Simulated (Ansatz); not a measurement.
# Sr: how the free axis answers a strain

Sr, Fm-3m, a = 5.916 Å. Ansatz: PBEsol, PAW, 420 eV, Γ-centred 12×12×10 mesh on 2 atoms, Gaussian smearing 0.10 eV; no spin polarisation. Series: biaxial strain in the a-b plane, c and atoms relaxed; x is the strain in per cent. The axes a, b, c are those of the computed cell (4.183, 4.183, 5.916 Å), along [1 1 0], [-1 1 0], [0 0 1] of the cell named above. y is the change of c in per cent of 5.916 Å.

```tsv
x (%)	y (%)
-3.0	3.89
-2.0	2.67
-1.0	1.38
0.0	0.00
1.0	-1.38
2.0	-2.90
3.0	?
```

Q: Fit y = c1 x + c2 x² to the other rows, say what c1 measures, and predict the missing y.

A: Least squares on the rows shown. y = −1.387 x − 0.02931 x². With no stress along c, c1 = −2C12/C11 = -1.387. At x = 3.0 the fit asked for gives -4.42 %. The run gave -4.54 %, so the fit is 0.12 % too high, 1.4 % of the span of the series, against an rms of 0.02 % on the fitted rows. The row lies outside the fitted range. With a term in x³ added, a fit to the same known rows predicts -4.40 %, no real gain.